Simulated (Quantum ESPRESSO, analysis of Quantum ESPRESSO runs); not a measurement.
# S on a Se site in ZnSe: local vibrational mode, PBE (Quantum ESPRESSO)

Subject: S on a Se site in ZnSe. Wanted: its local vibrational mode, in one set-up (PBE, GBRV 1.5 PBE, 32-site cell, PBE lattice, k: 2x2x2 shifted, SCF cut short). The model is a cell of 32 host atoms with 1 Se taken out and 1 S put in. The frequencies come from force constants among the defect atom and its neighbours, with the masses of the isotopes named.

What was measured. Threefold local mode of S: 297 cm⁻¹, by Infrared reflectivity with Kramers-Kronig analysis (ZnSe with ~1% S) (“Optical Studies of Lattice Vibration in II-VI Semiconducting Compounds”, 1968, M. Balkanski).

Main program and level: Quantum ESPRESSO 7.5; Quantum ESPRESSO plane-wave DFT, PBE, GBRV 1.5 PBE potentials; relaxation of all atoms of a defect supercell.

**1. The structure**

The cell holds 32 atoms: 16 Zn, 15 Se and 1 S. Cell: a = 9.922 Å, b = 9.922 Å, c = 9.922 Å, α = 109.5°, β = 109.5°, γ = 109.5°. It derives from ZnSe (space group F-43m). Nearest the centre at fractional (0.500, 0.750, 0.500): S28 at 0.00 Å, Zn16 at 2.48 Å, Zn12 at 2.48 Å, Zn7 at 2.48 Å, Zn9 at 2.48 Å, Se21 at 4.05 Å, Se30 at 4.05 Å, Se19 at 4.05 Å.

The host's primitive cell comes from a first run (Quantum ESPRESSO plane-wave DFT, PBE, GBRV 1.5 PBE potentials; relaxation of cell and atoms of a defect-free cell): vectors of 4.051, 4.051 and 4.051 Å. That is 23.50 Å³ an atom, 3.3 % over the diffraction cell's volume. The supercell is built on it.

**2. Relaxation, charge 0**

Every later number rests on the structure around the defect, so the atoms are relaxed at the host's lattice first.

pw.in

```
&CONTROL
  calculation = 'relax'
  prefix = 'pwscf'
  outdir = './tmp'
  pseudo_dir = './pseudo'
  tprnfor = .true.
  disk_io = 'low'
  nstep = 70
  forc_conv_thr = 0.00039
  etot_conv_thr = 0.0001
/
&SYSTEM
  ibrav = 0
  nat = 32
  ntyp = 3
  ecutwfc = 45
  ecutrho = 360
  nbnd = 212
  occupations = 'smearing'
  smearing = 'fd'
  degauss = 0.00073499
/
&ELECTRONS
  conv_thr = 3d-08
  electron_maxstep = 4
  mixing_beta = 0.5
/
&IONS
  ion_dynamics = 'bfgs'
/
ATOMIC_SPECIES
Zn    65.3800 zn_pbe_v1.uspp.F.UPF
Se    78.9710 se_pbe_v1.uspp.F.UPF
S     32.0600 s_pbe_v1.4.uspp.F.UPF
CELL_PARAMETERS angstrom
  -5.7286780755    5.7286780755   -5.7286780755
   5.7286780755    5.7286780755    5.7286780755
   5.7286780755   -5.7286780755   -5.7286780755
ATOMIC_POSITIONS crystal
Zn     0.0000000000    0.0000000000    0.0000000000
Zn     0.0000000000    0.2500000000    0.7500000000
Zn     0.0000000000    0.5000000000    0.5000000000
Zn     0.0000000000    0.7500000000    0.2500000000
Zn     0.2500000000    0.0000000000    0.7500000000
Zn     0.2500000000    0.2500000000    0.5000000000
Zn     0.2500000000    0.5000000000    0.2500000000
Zn     0.2500000000    0.7500000000    0.0000000000
Zn     0.5000000000    0.0000000000    0.5000000000
Zn     0.5000000000    0.2500000000    0.2500000000
Zn     0.5000000000    0.5000000000    0.0000000000
Zn     0.5000000000    0.7500000000    0.7500000000
Zn     0.7500000000    0.0000000000    0.2500000000
Zn     0.7500000000    0.2500000000    0.0000000000
Zn     0.7500000000    0.5000000000    0.7500000000
Zn     0.7500000000    0.7500000000    0.5000000000
Se     0.0000000000    0.0000000000    0.7500000000
Se     0.0000000000    0.2500000000    0.5000000000
Se     0.0000000000    0.5000000000    0.2500000000
Se     0.0000000000    0.7500000000    0.0000000000
Se     0.2500000000    0.0000000000    0.5000000000
Se     0.2500000000    0.2500000000    0.2500000000
Se     0.2500000000    0.5000000000    0.0000000000
Se     0.2500000000    0.7500000000    0.7500000000
Se     0.5000000000    0.0000000000    0.2500000000
Se     0.5000000000    0.2500000000    0.0000000000
Se     0.5000000000    0.5000000000    0.7500000000
S      0.5000000000    0.7500000000    0.5000000000
Se     0.7500000000    0.0000000000    0.0000000000
Se     0.7500000000    0.2500000000    0.7500000000
Se     0.7500000000    0.5000000000    0.5000000000
Se     0.7500000000    0.7500000000    0.2500000000
K_POINTS automatic
2 2 2 1 1 1
```

Run with:

```console
> OMP_NUM_THREADS=1 mpirun -n 4 pw.x -nk 2 -in pw.in > pw.out
```

Log:

```text
This program is part of the open-source Quantum ESPRESSO suite
     for quantum simulation of materials; please cite
         "P. Giannozzi et al., J. Phys.:Condens. Matter 21 395502 (2009);
         "P. Giannozzi et al., J. Phys.:Condens. Matter 29 465901 (2017);
         "P. Giannozzi et al., J. Chem. Phys. 152 154105 (2020);
          URL
     in publications or presentations arising from this work. More details at

     Message from routine setup:
     using ibrav=0 with symmetry is DISCOURAGED, use correct ibrav instead

     K-points division:     npool     =       2
     Subspace diagonalization in iterative solution of the eigenvalue problem:
     a serial algorithm will be used

     --------------------
     sticks:   dense  smooth     PW     G-vecs:    dense   smooth      PW
     Min        4756    2373    633               292956   103417   14432
     Max        4757    2374    634               292957   103418   14435
     Sum        9513    4747   1267               585913   206835   28867

     Using Slab Decomposition

     bravais-lattice index     =            0
     lattice parameter (alat)  =      18.7505  a.u.
     unit-cell volume          =    5074.8107 (a.u.)^3
     number of atoms/cell      =           32
     number of atomic types    =            3
     number of electrons       =       416.00
     number of Kohn-Sham states=          212
     kinetic-energy cutoff     =      45.0000  Ry
     charge density cutoff     =     360.0000  Ry
     scf convergence threshold =      3.0E-08
     mixing beta               =       0.5000
     number of iterations used =            8  plain     mixing
     energy convergence thresh.=      1.0E-04
     force convergence thresh. =      3.9E-04
     Exchange-correlation=  SLA  PW   PBX  PBC
                           (   1   4   3   4   0   0   0)
     nstep                     =           70

     celldm(1)=  18.750546  celldm(2)=   0.000000  celldm(3)=   0.000000
     celldm(4)=   0.000000  celldm(5)=   0.000000  celldm(6)=   0.000000

     crystal axes: (cart. coord. in units of alat)
               a(1) = (  -0.577350   0.577350  -0.577350 )
               a(2) = (   0.577350   0.577350   0.577350 )
               a(3) = (   0.577350  -0.577350  -0.577350 )

     reciprocal axes: (cart. coord. in units 2 pi/alat)
               b(1) = (  0.000000  0.866025 -0.866025 )
               b(2) = (  0.866025  0.866025 -0.000000 )
               b(3) = (  0.866025  0.000000 -0.866025 )

     PseudoPot. # 1 for Zn read from file:
     zn_pbe_v1.uspp.F.UPF
     Pseudo is Ultrasoft, Zval = 20.0
     Generated by new atomic code, or converted to UPF format
     Using radial grid of  943 points,  6 beta functions with:
                l(1) =   0
                l(2) =   0
                l(3) =   1
[...]
atomic species   valence    mass     pseudopotential
     Zn               20.00    65.38000     Zn( 1.00)
     Se                6.00    78.97100     Se( 1.00)
     S                 6.00    32.06000     S ( 1.00)

     24 Sym. Ops. (no inversion) found (22 have fractional translation)

   Cartesian axes

     site n.     atom                  positions (alat units)
         1        Zn     tau(   1) = (   0.0000000   0.0000000   0.0000000  )
         2        Zn     tau(   2) = (   0.5773503  -0.2886751  -0.2886751  )
         3        Zn     tau(   3) = (   0.5773503   0.0000000   0.0000000  )
[...]
15        Zn     tau(  15) = (   0.2886751   0.2886751  -0.5773503  )
        16        Zn     tau(  16) = (   0.2886751   0.5773503  -0.2886751  )
        17        Se     tau(  17) = (   0.4330127  -0.4330127  -0.4330127  )
        18        Se     tau(  18) = (   0.4330127  -0.1443376  -0.1443376  )
        19        Se     tau(  19) = (   0.4330127   0.1443376   0.1443376  )
[...]
28        S      tau(  28) = (   0.4330127   0.4330127  -0.1443376  )
[...]
31        Se     tau(  31) = (   0.1443376   0.4330127  -0.4330127  )
        32        Se     tau(  32) = (   0.1443376   0.7216878  -0.1443376  )

     number of k points=     2  Fermi-Dirac smearing, width (Ry)=  0.0007
                       cart. coord. in units 2pi/alat
        k(    1) = (   0.4330127   0.4330127  -0.4330127), wk =   0.5000000
        k(    2) = (   0.0000000   0.4330127   0.0000000), wk =   1.5000000

     Dense  grid:   585913 G-vectors     FFT dimensions: ( 120, 120, 120)

     Smooth grid:   206835 G-vectors     FFT dimensions: (  96,  96,  96)

     Initial potential from superposition of free atoms

     starting charge     415.9967, renormalised to     416.0000
     Starting wfcs are  272 randomized atomic wfcs

     Self-consistent Calculation

     iteration #  1     ecut=    45.00 Ry     beta= 0.50
     Davidson diagonalization with overlap
     ethr =  1.00E-02,  avg # of iterations =  2.0

     Threshold (ethr) on eigenvalues was too large:
     Diagonalizing with lowered threshold

     Davidson diagonalization with overlap
     ethr =  3.01E-04,  avg # of iterations =  2.0

     total energy              =   -8064.29856351 Ry
     estimated scf accuracy    <       1.23175026 Ry

     iteration #  2     ecut=    45.00 Ry     beta= 0.50
     Davidson diagonalization with overlap
     ethr =  2.96E-04,  avg # of iterations =  2.0

     total energy              =   -8064.61605591 Ry
     estimated scf accuracy    <       0.25104467 Ry

     iteration #  3     ecut=    45.00 Ry     beta= 0.50
     Davidson diagonalization with overlap
     ethr =  6.03E-05,  avg # of iterations =  2.0

     total energy              =   -8064.65914122 Ry
     estimated scf accuracy    <       0.01911766 Ry

     iteration #  4     ecut=    45.00 Ry     beta= 0.50
     Davidson diagonalization with overlap
     ethr =  4.60E-06,  avg # of iterations =  5.0

     total energy              =   -8064.65991875 Ry
     estimated scf accuracy    <       0.00328575 Ry

     End of self-consistent calculation

     convergence NOT achieved after   4 iterations: stopping

=------------------------------------------------------------------------------=
   JOB DONE.
=------------------------------------------------------------------------------=
```

Elapsed: 100 s, on 4 MPI ranks of Arm Neoverse V1, shared host; peak memory 2.9 GiB.

No converged result was reached; the numbers in the log don't describe the system.

**3. Outcome**

The local vibrational mode was not obtained, because the step “relaxation, charge 0” did not converge; the cause lies in the set-up: too few SCF iterations.

[Logs are printed without paths, hosts, clocks, repeated set-up lines and the standing remarks that a program may print on its own settings, such as how far it seeks lower states.]

[Hosts, paths, dates, database ids (printed as entryN), source tags and the programs' standing remarks are cut or masked in the printed files.]

[For some hosts the program warned that the k-mesh of the response run may be too coarse for force constants and the static dielectric constant; such warnings are not shown here.]
